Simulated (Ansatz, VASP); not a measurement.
**One calculation of AgCl, two programs**

```
Ag Cl
1.0
     0.00000    2.68996    2.81475
     2.68996    0.00000    2.81475
     2.68996    2.68996    0.00000
Ag Cl
1 1
Direct
  0.50000 0.50000 0.50000
  0.00000 0.00000 0.00000
```

Change from the starting cell: strain -0.030 along x and y, +0.015 along z, atoms carried along.

Alike in both runs: task single point; functional PBEsol; k mesh 8 × 8 × 8; occupations gaussian, width 0.05 eV; no spin polarisation.

|  | VASP | Ansatz |
| --- | --- | --- |
| version | VASP 6.6.1 | Ansatz 0.2.0 |
| potentials or method | VASP PAW PBE potentials, release 64 (Ag, Cl) | scalar-relativistic, plane waves, PAW |
| plane-wave cutoff (eV) | 520 | 420 |
| valence electrons in the cell | 18 | 26 |

```tsv
	VASP	Ansatz	Ansatz less VASP
gap on the k mesh at the Fermi level (eV)	0.58	0.58	+0.003
least direct gap on the mesh (eV)	3.17	3.17	-0.003
pressure (GPa)	-0.3	-0.2	+0.11
largest component of the traceless stress (GPa)	0.86	0.87	+0.012
```

The two sets of potentials don't hold the same shells in valence.

Caveats: the PAW data sets were made with another functional, which shifts forces and pressure a little (VASP). A k mesh can miss the band edges.
